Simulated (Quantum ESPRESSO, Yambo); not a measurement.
# A GW chain in Yambo: PbSe (Clausthalite), part 3 of 3

Aim: the G0W0 gap of PbSe (Clausthalite) on PBE, step by step.

Quantum ESPRESSO 7.5 and Yambo 5.3.0; PBE and many-body steps on it, plane waves. Known limits of the many-body steps: not at the basis limit; model gap, bands may invert with spin-orbit coupling; no spin-orbit coupling; coarse k mesh.

So far. Step 3 (Bands along the symmetry lines): The gap is 0.298 eV, as in the run before at this level. Step 4 (Empty states on the mesh, 4×4×4 mesh, 107 bands): On this mesh the gap is 0.298 eV.

### 6. Screening and self-energy, 4×4×4 mesh, 107 bands, screening to 149.7 eV

G0W0 replaces the xc potential by the self-energy, built once from these orbitals. Only a window of levels is corrected, while the sums run over the empty bands that the input names.

This step: G0W0 on PBE, plane waves, norm-conserving pseudopotentials.

Contents of gw1.in:

```
HF_and_locXC
gw0
dyson
ppa
em1d
rim_cut
RandQpts= 1000000
RandGvec= 1 RL
EXXRLvcs= 104 Ry
VXCRLvcs= 416 Ry
Chimod= "HARTREE"
% BndsRnXp
 1 | 107 |
%
NGsBlkXp= 11 Ry
% LongDrXp
 1 | 1 | 1 |
%
% GbndRnge
 1 | 107 |
%
DysSolver= "n"
ExtendOut
PPAPntXp= 27.21138 eV
% QPkrange
 3 | 3 | 22 | 25 |
 1 | 1 | 22 | 25 |
%
```

Run with:

```bash
$ OMP_NUM_THREADS=1 mpirun -n 4 yambo -F gw1.in -J gw1 -C gw1 > gw1.log
```

Output:

```text
 Yambo, version 5.3.0

 [02] CORE Variables Setup
 =========================

  [... cell, symmetries and grids as in the set-up ...]

  [02.05] Energies & Occupations
  ==============================

  [X] === General ===
  [X] Electronic Temperature                        :  0.000000  0.000000 [eV K]
  [X] Bosonic    Temperature                        :  0.000000  0.000000 [eV K]
  [X] Finite Temperature mode                       : no
  [X] El. density                                   :  0.80221E+24 [cm-3]
  [X] Fermi Level                                   :  10.89615 [eV]

  [X] === Gaps and Widths ===
  [X] Conduction Band Min                           :  0.297510 [eV]
  [X] Valence Band Max                              :  0.000000 [eV]
  [X] Filled Bands                                  :  23
  [X] Empty Bands                                   :   24  107
  [X] Direct Gap                                    :  0.297510 [eV]
  [X] Direct Gap localized at k                     :  3
  [X] Indirect Gap                                  :  0.297510 [eV]
  [X] Indirect Gap between kpts                     :  3  3
  [X] Last valence band width                       :  3.231584 [eV]
  [X] 1st conduction band width                     :  4.417137 [eV]

 [03] Transferred momenta grid and indexing
 ==========================================

 IBZ Q-points                                      :   8
 BZ  Q-points                                      :   64

 K/Q-points units:
 rlu = crystal or reduced units; cc = cartesian coordinates; iku = interal k-units

 Q [1]          [rlu]:  0.000000  0.000000  0.000000
 Q [2]          [rlu]: -0.51579E-17 -0.51579E-17  0.25000
 Q [3]          [rlu]:  0.10316E-16  0.10316E-16 -0.50000
 Q [4]          [rlu]:  0.93036E-17  0.25000      0.25000
 Q [5]          [rlu]:  0.22598E-16  0.25000      0.50000
 Q [6]          [rlu]:  0.10316E-16  0.25000     -0.25000
 Q [7]          [rlu]: -0.18607E-16 -0.50000     -0.50000
 Q [8]          [rlu]:  0.250000 -0.500000 -0.250000

 [04] Coloumb potential Random Integration (RIM)
 ===============================================

  [04.01] RIM initialization
  ==========================

  * Diagonal components only detected *

  8 x (sBL volume)        :  0.080128 [a.u.]
  sBZ random points       :  1000000
  Points outside the sBZ  :   7987327
  RL volume               :  0.641021 [a.u.]
  Integrated volume       :  0.642038 [a.u.]

  [04.02] RIM integrals
  =====================

  Gamma point sphere radius             :  0.078201 [a.u.]
  Points outside the sphere             :   799513
  [Int_sBZ(q=0) 1/q^2]*(Vol_sBZ)^(-1/3) =:  7.764325
                                 should be <:  7.795600

  Summary of Coulomb integrals for non-metallic bands |Q|[au] RIM/Bare

  Q [1] 0.100000E-4 0.995988 * Q [2] 0.235200 1.066323
  Q [4] 0.271586 1.065367 * Q [6] 0.384081 1.027419
  Q [5] 0.450374 1.020609 * Q [3] 0.470401 1.018019
  Q [7] 0.543172 1.014680 * Q [8] 0.607285 1.011727

 [05] Dipoles
 ============

  [05.01] Setup: observables and procedures
  =========================================

 [06] Dynamic Dielectric Matrix (PPA)
 ====================================

 [WR./gw1//ndb.pp]---------------------------------------------------------------
  Brillouin Zone Q/K grids (IBZ/BZ)                :    8   64    8   64
  RL vectors                                       :   8099 [WF]
  Coulomb cutoff potential                         : none
  Electronic Temperature                           :  0.000000 [K]
  Bosonic    Temperature                           :  0.000000 [K]
  PPA    diel. fun.  energies                      : Perdew, Burke & Ernzerhof(X)+Perdew, Burke & Ernzerhof(C)
  wavefunctions                                    : Perdew, Burke & Ernzerhof(X)+Perdew, Burke & Ernzerhof(C)
  Global Gauge                                     : length
  X matrix size                                    :  283
  X band range                                     :    1  107
  X e/h energy range                               : -1.000000 -1.000000 [eV]
  X Time ordering                                  : R
  X Hxc Kernel                                     : HARTREE
  X Drude frequency                                :  0.000000  0.000000
  X poles                                          :  100.0000 [o/o]
  RL vectors in the sum                            :   8099
  [r,Vnl] included                                 : yes
  Field direction                                  :  0.577350E-5  0.577350E-5  0.577350E-5
  BZ energy Double Grid                            : no
  BZ energy DbGd points                            : 0
  BZ Q point size factor                           : -1.000000
  X Optical Averaged directions                    : none

 [07] Local Exchange-Correlation + Non-Local Fock
 ================================================

 [VXC] Plane waves :   55369
 [EXS] Plane waves :   6975

 QP @ state[ 1 ] K range:  1  1
 QP @ state[ 1 ] b range:  22  25
 QP @ state[ 2 ] K range:  3  3
 QP @ state[ 2 ] b range:  22  25

 [xc] Functional : Perdew, Burke & Ernzerhof(X)+Perdew, Burke & Ernzerhof(C)
 [xc] LIBXC used to calculate xc functional
  PP Number of Atomic Species                      :  2
  NLCC RL compoments                               :   55369
  PP Number of Atomic Species                      :  2
  NLCC RL compoments                               :   55369

 [xc] E_xc :  -41.15683 [Ha]
      E_xc :  -82.31366 [Ry]

  Local XC kind (lXC) : Perdew, Burke & Ernzerhof(X)+Perdew, Burke & Ernzerhof(C)
  Non-Local XC kind (nlXC) : Hartree-Fock

  Corrections @ K [1] :  [eV]
 <22|nlXC|22> = -15.88489 -0.72744E-18 <22|lXC|22> = -13.40212 -0.18882E-15
 <23|nlXC|23> = -15.88488 -0.85795E-17 <23|lXC|23> = -13.40212  0.14161E-15
 <24|nlXC|24> = -7.263871  0.53560E-18 <24|lXC|24> = -12.07268  0.67672E-23
 <25|nlXC|25> = -7.263923 -0.36584E-17 <25|lXC|25> = -12.07267 -0.14161E-15

  Corrections @ K [3] :  [eV]
 <22|nlXC|22> = -16.19087 -0.10529E-17 <22|lXC|22> = -13.87785  0.94409E-16
 <23|nlXC|23> = -15.40188 -0.16873E-16 <23|lXC|23> = -14.43831 -0.26539E-16
 <24|nlXC|24> = -7.331940 -0.52934E-17 <24|lXC|24> = -10.42884 -0.23602E-16
 <25|nlXC|25> = -7.404208 -0.41319E-18 <25|lXC|25> = -10.87734  0.64669E-20

 [08] Dyson equation: Newton solver
 ==================================

  [08.01] G0W0 (W PPA)
  ====================

  [  GW  ] Bands range     :    1  107
  [GW/PPA] G damping       :  0.100000 [eV]

  QP @ state[ 1 ] K range:  1  1
  QP @ state[ 1 ] b range:  22  25
  QP @ state[ 2 ] K range:  3  3
  QP @ state[ 2 ] b range:  22  25

   Sc/G bands                                       :    1  107
   Sc/G damping                                     :  0.100000 ev
   Sc bands terminator                              : no
   Sx RL components                                 :   6975

   QP @ state[ 1 ] K range                          :  1  1
   QP @ state[ 1 ] b range                          :  22  25
   QP @ state[ 2 ] K range                          :  3  3
   QP @ state[ 2 ] b range                          :  22  25
   GF energies kind                                 : Perdew, Burke & Ernzerhof(X)+Perdew, Burke & Ernzerhof(C)
   GF WF`s kind                                     : Perdew, Burke & Ernzerhof(X)+Perdew, Burke & Ernzerhof(C)
   Xs energies kind                                 : Perdew, Burke & Ernzerhof(X)+Perdew, Burke & Ernzerhof(C)
   Xs WF`s kind                                     : Perdew, Burke & Ernzerhof(X)+Perdew, Burke & Ernzerhof(C)

 [11] Game Over & Game summary
```

The job ended after 2.6 min (4 MPI ranks of Arm Neoverse V2, shared host; peak memory 2.4 GiB).

Numbers from this step:

- G0W0 gap on the points computed: 0.3212 eV
- starting gap on the mesh: 0.2975 eV
- k of the valence top: 0, 0, -0.5
- k of the conduction bottom: 0, 0, -0.5
- least direct G0W0 gap on the computed points: 0.3212 eV
- Z at the valence top: 0.7952
- Z at the conduction bottom: 0.8093

The gap on the mesh goes from 0.30 eV to 0.32 eV, a correction of +0.02 eV.

Limits: finite bands, cutoff and mesh; model gap, bands may invert with spin-orbit coupling; no spin-orbit coupling; coarse k mesh. v1 is the top filled band, c1 the lowest empty one. The levels before and after the correction (eV, zero at the valence-band top of each column):

|  | conduction bottom | valence top |
| --- | --- | --- |
| Kohn-Sham | 0.30 | 0.00 |
| G0W0 | 0.32 | 0.00 |

```
                   level  energy (eV)
Kohn-Sham  (0 0 -0.5) v2       -1.469
Kohn-Sham  (0 0 -0.5) v1        0.000
Kohn-Sham  (0 0 -0.5) c1        0.298
Kohn-Sham  (0 0 -0.5) c2        1.703
     G0W0  (0 0 -0.5) v2       -1.687
     G0W0  (0 0 -0.5) v1        0.000
     G0W0  (0 0 -0.5) c1        0.321
     G0W0  (0 0 -0.5) c2        1.867
```

### 7. Where the time went

Times are wall times on the hardware named with each run, good to a factor of about two.

| step | time | share | memory (GiB) |
| --- | --- | --- | --- |
| ground state | 14 s | 7 % | 0.4 |
| bands along the symmetry lines | 9.3 s | 5 % | 0.31 |
| empty states on the mesh | 11 s | 6 % | 0.49 |
| conversion and set-up | 3 s | 2 % | 0.26 |
| screening and self-energy | 2.6 min | 80 % | 2.4 |

### 8. Outcome

```yaml
pbe_gap: 0.30 eV, direct
g0w0_gap_on_the_mesh: 0.32 eV
gw_settings: 4×4×4 mesh, 107 bands, screening to 149.7 eV, Godby-Needs plasmon pole
known_limits: not at the basis limit; model gap, bands may invert with spin-orbit coupling; no spin-orbit coupling; coarse k mesh
```

What this shows: G0W0 moves the gap on the mesh from 0.30 eV to 0.32 eV (+0.02 eV), with Z of 0.80 and 0.81 at the edges. Only 2 of the mesh's irreducible points were corrected, so a valley elsewhere could overtake. The dearest step here is «screening and self-energy». Bands and cutoff are finite, so the gap is not at the basis limit. The miss can reach some tenths of an eV and take either sign; the mesh is an error of its own. In the G0W0 run levels were corrected at 2 k points alone, so a gap called «on the mesh» is the least over those, and an edge elsewhere would be missed. The 4×4×4 mesh is coarse for this cell, which bears on the long-range parts of exchange and screening. Where an edge is built on 6p states of lead, bismuth or thallium, scalar-relativistic gaps usually stand too wide, by a few tenths to over one eV. With atoms this heavy and so narrow a gap, spin-orbit coupling can invert the bands. These scalar-relativistic gaps are then model values, not to be set against experiment, and a spin-orbit change taken from DFT can't simply be added.

[Paths, hosts, dates, memory and timing lines, banners, echoed tables and standing remarks are left out of the program output.]

[Logs are printed without paths, hosts, clocks, repeated set-up lines and the standing remarks that a program may print on its own settings, such as how far it seeks lower states.]

[Runs of the session that timed out or met a known fault of the program may be left out.]

[Hosts, paths, dates, database ids (printed as entryN), source tags and the programs' standing remarks are cut or masked in the printed files.]
